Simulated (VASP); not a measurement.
# TiC (Fm-3m) in VASP: relaxation of cell and atoms with PBE

Aim: the relaxation of cell and atoms of TiC with PBE.

Everything below comes from runs of VASP 6.6.1. Logs are shortened: lines on timing, memory, paths and dates and some standing lists are left out, and cuts for length are marked.

**1. Starting point**

The structure is cubic, space group Fm-3m (No. 225). The conventional cell has a = 4.319 Å, b = 4.319 Å, c = 4.319 Å, α = 90.00°, β = 90.00°, γ = 90.00°. Ti (site symmetry m-3m) is surrounded by 6 C at 2.16 Å. C (site symmetry m-3m) is surrounded by 6 Ti at 2.16 Å.

**2. Relaxation of cell and atoms, PBE**

File INCAR:

```
PREC     = Accurate       # precision mode
ENCUT    = 600            # plane-wave cutoff, eV
EDIFF    = 1E-7           # SCF threshold, eV
ISMEAR   = 0              # smearing method
SIGMA    = 0.1            # smearing width, eV
LREAL    = False          # projectors in reciprocal space
LASPH    = True           # aspherical terms in the spheres
NELM     = 60             # most SCF steps
ALGO     = Normal         # electronic algorithm
ISIF     = 3              # what is computed and relaxed
LWAVE    = False          # write WAVECAR
LCHARG   = False          # write CHGCAR
GGA      = PE             # functional
IBRION   = 2              # ionic algorithm
NSW      = 80             # ionic steps
EDIFFG   = -0.004         # ionic threshold
```

File KPOINTS:

```
regular mesh
0
Gamma
  16 16 16
```

File POSCAR:

```
TiC
1.0
    0.0000000000      2.1593000000      2.1593000000
    2.1593000000      0.0000000000      2.1593000000
    2.1593000000      2.1593000000      0.0000000000
Ti C
1 1
Direct
    0.0000000000      0.0000000000      0.0000000000
    0.5000000000      0.5000000000      0.5000000000
```

Potentials or basis: VASP PAW PBE potentials, release 64 (Ti_sv, C).

Run with:

```
$ cat potpaw_PBE.64/Ti_sv/POTCAR potpaw_PBE.64/C/POTCAR > POTCAR
$ mpirun -np 1 vasp_std > vasp.out
```

OUTCAR:

```text
PREC = Accurate
   ENCUT = 600
   EDIFF = 1E-7
   ISMEAR = 0
   LREAL = False
   LASPH = True
   NELM = 60
   ISIF = 3
   GGA = PE
   IBRION = 2
   NSW = 80
   EDIFFG = -0.004

 ion  position               nearest neighbor table
   1  0.000  0.000  0.000-   2 2.16   2 2.16   2 2.16   2 2.16   2 2.16   2 2.16
   2  0.500  0.500  0.500-   1 2.16   1 2.16   1 2.16   1 2.16   1 2.16   1 2.16

  LATTYP: Found a face centered cubic cell.
 ALAT       =     4.3186000000

  Lattice vectors:

 A1 = (   0.0000000000,   2.1593000000,   2.1593000000)
 A2 = (   2.1593000000,   0.0000000000,   2.1593000000)
 A3 = (   2.1593000000,   2.1593000000,   0.0000000000)

Analysis of symmetry for initial positions (statically):
=====================================================================
 Subroutine PRICEL returns:
 Original cell was already a primitive cell.

 Routine SETGRP: Setting up the symmetry group for a
 face centered cubic supercell.

 Subroutine GETGRP returns: Found 48 space group operations
 (whereof 48 operations were pure point group operations)
 out of a pool of 48 trial point group operations.

The static configuration has the point symmetry O_h .

Analysis of symmetry for dynamics (positions and initial velocities):
=====================================================================
 Subroutine PRICEL returns:
 Original cell was already a primitive cell.

 Routine SETGRP: Setting up the symmetry group for a
 face centered cubic supercell.

 Subroutine GETGRP returns: Found 48 space group operations
 (whereof 48 operations were pure point group operations)
 out of a pool of 48 trial point group operations.

The dynamic configuration has the point symmetry O_h .

 Subroutine INISYM returns: Found 48 space group operations
 (whereof 48 operations are pure point group operations),
 and found     1 'primitive' translations

----------------------------------------------------------------------------------------

                                     Primitive cell

  volume of cell :      20.1358

  direct lattice vectors                    reciprocal lattice vectors
     0.000000000  2.159300000  2.159300000    -0.231556523  0.231556523  0.231556523
     2.159300000  0.000000000  2.159300000     0.231556523 -0.231556523  0.231556523
     2.159300000  2.159300000  0.000000000     0.231556523  0.231556523 -0.231556523

  length of vectors
     3.053711345  3.053711345  3.053711345     0.401067663  0.401067663  0.401067663

  position of ions in fractional coordinates (direct lattice)
     0.000000000  0.000000000  0.000000000
     0.500000000  0.500000000  0.500000000

  ion indices of the primitive-cell ions
   primitive index   ion index
                 1           1
                 2           2

----------------------------------------------------------------------------------------

 KPOINTS: regular mesh

Automatic generation of k-mesh.
 Grid dimensions read from file:
 generate k-points for:   16   16   16

 Generating k-lattice:

  Cartesian coordinates                     Fractional coordinates (reciprocal lattice)
    -0.014472283  0.014472283  0.014472283     0.062500000  0.000000000  0.000000000
     0.014472283 -0.014472283  0.014472283     0.000000000  0.062500000  0.000000000
     0.014472283  0.014472283 -0.014472283     0.000000000  0.000000000  0.062500000

  Length of vectors
     0.025066729  0.025066729  0.025066729

  Shift w.r.t. Gamma in fractional coordinates (k-lattice)
     0.000000000  0.000000000  0.000000000

 Subroutine IBZKPT returns following result:
 ===========================================

 Found    145 irreducible k-points:

 Following reciprocal coordinates:
            Coordinates               Weight
  0.000000  0.000000  0.000000      1.000000
  0.062500  0.000000  0.000000      8.000000
  0.125000  0.000000  0.000000      8.000000
  0.187500  0.000000  0.000000      8.000000
  0.250000  0.000000  0.000000      8.000000
  0.312500  0.000000  0.000000      8.000000
[... 16 lines left out ...]
 -0.125000  0.062500  0.000000     24.000000
 -0.062500  0.062500  0.000000     12.000000
 [... further k-points ...]
   k-points           NKPTS =    145   k-points in BZ     NKDIM =    145   number of bands    NBANDS=     12
   number of dos      NEDOS =    301   number of ions     NIONS =      2
   total plane-waves  NPLWV =  13824
   dimension x,y,z NGX =    24 NGY =   24 NGZ =   24
   dimension x,y,z NGXF=    48 NGYF=   48 NGZF=   48
   ions per type =               1   1
   NGX,Y,Z   is equivalent  to a cutoff of  13.07, 13.07, 13.07 a.u.
   NGXF,Y,Z  is equivalent  to a cutoff of  26.13, 26.13, 26.13 a.u.
 SYSTEM =  unknown system
   PREC   = accura    normal or accurate (medium, high low for compatibility)
   ISTART =      0    job   : 0-new  1-cont  2-samecut
   ICHARG =      2    charge: 1-file 2-atom 10-const
   ISPIN  =      1    spin polarized calculation?
   LNONCOLLINEAR =      F non collinear calculations
   LSORBIT =      F    spin-orbit coupling
   LASPH  =      T    aspherical Exc in radial PAW
   ENCUT  =  600.0 eV  44.10 Ry    6.64 a.u.   6.10  6.10  6.10*2*pi/ulx,y,z
   NELM   =     60;   NELMIN=  2; NELMDL= -5     # of ELM steps
   EDIFF  = 0.1E-06   stopping-criterion for ELM
   LREAL  =      F    real-space projection
   EDIFFG = -.4E-02   stopping-criterion for IOM
   NSW    =     80    number of steps for IOM
   IBRION =      2    ionic relax: 0-MD 1-quasi-New 2-CG
   NFREE  =      1    steps in history (QN), initial steepest desc. (CG)
   ISIF   =      3    stress and relaxation
   ISYM   =      2    0-nonsym 1-usesym 2-fastsym
   POTIM  = 0.5000    time-step for ionic-motion
   TEBEG  =    0.0;   TEEND  =   0.0 temperature during run
   PSTRESS=    0.0 pullay stress
   NELECT =      16.0000    total number of electrons
   NUPDOWN=      -1.0000    fix difference up-down
   EMIN   =  10.00;   EMAX   =-10.00  energy-range for DOS
   EFERMI =   0.00;   METHOD = LEGACY
   ISMEAR =     0;   SIGMA  =   0.10  broadening in eV -4-tet -1-fermi 0-gaus
   EFERMI_NEDOS =   21; number of points for ismear=-14 and -15
   IALGO  =     38    algorithm
   IMIX   =      4    mixing-type and parameters
     AMIX     =   0.40;   BMIX     =  1.00
     AMIX_MAG =   1.60;   BMIX_MAG =  1.00
  volume/ion in A,a.u.               =      10.07        67.94
  Fermi-wavevector in a.u.,A,eV,Ry     =   1.516323  2.865436 31.283015  2.299237
  Thomas-Fermi vector in A             =   2.625728
   LORBIT       =      0    0 simple, 1 ext, 2 COOP (PROOUT), +10 PAW based schemes
   GGA     = PE    functional components
   LHFCALC =     F    Hartree Fock is set to
   AEXX    =    0.0000 exact exchange contribution
   IVDW    =     0    specifies the selected vdW correction
   LEPSILON=     F    determine dielectric tensor
   LRPA    =     F    only Hartree local field effects (RPA)
 conjugate gradient relaxation of ions
 non-spin polarized calculation
 Gauss-broadening in eV      SIGMA  =   0.10
  energy-cutoff  :      600.00
  volume of cell :       20.14
 maximum number of plane-waves:       692
   NGX = 13   NGY = 13   NGZ = 13

--------------------------------------- Ionic step        1  -------------------------------------------

 number of electron      16.0000002 magnetization

 Free energy of the ion-electron system (eV)
  ---------------------------------------------------
  ext. energy  EPLUGINS =         0.00000000
  ---------------------------------------------------
  free energy    TOTEN  =       -18.70813375 eV

  energy without entropy =      -18.70611766  energy(sigma->0) =      -18.70712570

------------------------ aborting loop because EDIFF is reached ----------------------------------------

  FORCE on cell =-STRESS in cart. coord.  units (eV):
  Direction    XX          YY          ZZ          XY          YZ          ZX
  --------------------------------------------------------------------------------------
  -------------------------------------------------------------------------------------
  Total        0.3318228      0.3318228      0.3318228      0.0000000      0.0000000      0.0000000
  in kB       26.4026722     26.4026722     26.4026722      0.0000000      0.0000000      0.0000000
  external PRESSURE =      26.4026722 kB  Pullay stress =       0.0000000 kB
[... 57 lines left out ...]
  energy  without entropy=      -18.7049507857  energy(sigma->0) =      -18.70598238

--------------------------------------- Ionic step        3  -------------------------------------------

 number of electron      16.0000000 magnetization

 Free energy of the ion-electron system (eV)
  ---------------------------------------------------
  ext. energy  EPLUGINS =         0.00000000
  ---------------------------------------------------
  free energy    TOTEN  =       -18.70986142 eV

  energy without entropy =      -18.70782423  energy(sigma->0) =      -18.70884283

 E-fermi :   9.3881     XC(G=0): -12.6897

 val. band max:        9.3694910202   @ k =  -0.0625   0.0625   0.0000
 cond. band min:       9.3906014588   @ k =   0.1250   0.1250   0.0000
 fundamental gap:      0.0211104386
 Fermi energy:         9.3880620595

 k-point     1 :       0.0000    0.0000    0.0000
  band No.  band energies     occupation
      1     -47.1998      2.00000
      2     -23.2252      2.00000
      3     -23.2252      2.00000
      4     -23.2252      2.00000
      5      -2.9952      2.00000
      6      10.0867      0.00000
      7      10.0867      0.00000
      8      10.0867      0.00000
      9      11.0689      0.00000
     10      11.0689      0.00000
     11      11.0689      0.00000
     12      11.1031      0.00000
[... 331 lines left out ...]
 k-point    24 :      -0.0625    0.0625    0.0000
  band No.  band energies     occupation
      1     -47.1926      2.00000
      2     -23.2715      2.00000
      3     -23.2381      2.00000
      4     -23.2264      2.00000
      5      -2.7629      2.00000
      6       9.1766      1.99722
      7       9.3620      1.28711
      8       9.3695      1.20717
      9      10.1971      0.00000
     10      10.7704      0.00000
     11      11.6572      0.00000
     12      12.2121      0.00000

 [... further k-points ...]
[... 5 lines left out ...]
  --------------------------------------------------------------------------------------
  -------------------------------------------------------------------------------------
  Total       -0.0004339     -0.0004339     -0.0004339      0.0000000      0.0000000      0.0000000
  in kB       -0.0341628     -0.0341628     -0.0341628      0.0000000      0.0000000      0.0000000
  external PRESSURE =      -0.0341628 kB  Pullay stress =       0.0000000 kB
[... 17 lines left out ...]
  FREE ENERGIE OF THE ION-ELECTRON SYSTEM (eV)
  ---------------------------------------------------
  free  energy   TOTEN  =       -18.7098614222 eV

  energy  without entropy=      -18.7078242325  energy(sigma->0) =      -18.70884283

 reached required accuracy - stopping structural energy minimisation
```

Wall time 57 s (1 thread of AMD EPYC 9R45 (Zen 5), shared host); peak memory 0.15 GiB.

What came out:

```
Free energy                            : -18.7099 eV
Relaxed volume                         : 10.17 Å³/atom
Relaxed cell                           : a = 3.064 Å, b = 3.064 Å, c = 3.064 Å, α = 60.00°, β = 60.00°, γ = 60.00°
Space group after relaxing (to 0.05 Å) : Fm-3m (No. 225)
Energy gained by relaxing              : 0.9 meV/atom
Ionic steps                            : 3
Pressure after relaxing                : 0.0 GPa
Band gap on the k mesh                 : none (metal or under the smearing width)
```

The path:
```tsv
step	energy change (eV)	largest force (eV/Å)	pressure (GPa)	volume (Å³)
1	0.0000	0.0000	2.64	20.14
2	0.0011	0.0000	-3.26	20.62
3	-0.0017	0.0000	0.00	20.35
```

Final structure:
```xyz
2
Lattice="0.0000 2.1668 2.1668 2.1668 0.0000 2.1668 2.1668 2.1668 0.0000" Properties=species:S:1:pos:R:3 pbc="T T T"
Ti    0.0000    0.0000    0.0000
C     2.1668    2.1668    2.1668
```

Levels at points of the mesh, in eV from the Fermi level:
| k point | band 4 | band 5 | band 6 | band 7 | band 8 | band 9 | band 10 | band 11 | band 12 |
| --- | --- | --- | --- | --- | --- | --- | --- | --- | --- |
| (0.00, 0.00, 0.00) | -32.61 | -12.38 | 0.70 | 0.70 | 0.70 | 1.68 | 1.68 | 1.68 | 1.72 |
| (0.50, 0.00, 0.00) | -32.66 | -8.91 | -5.82 | -2.88 | -2.88 | 2.91 | 2.91 | 4.09 | 8.14 |
| (0.50, 0.50, 0.00) | -32.78 | -10.10 | -3.42 | -1.60 | -0.03 | -0.03 | 2.71 | 3.51 | 3.51 |
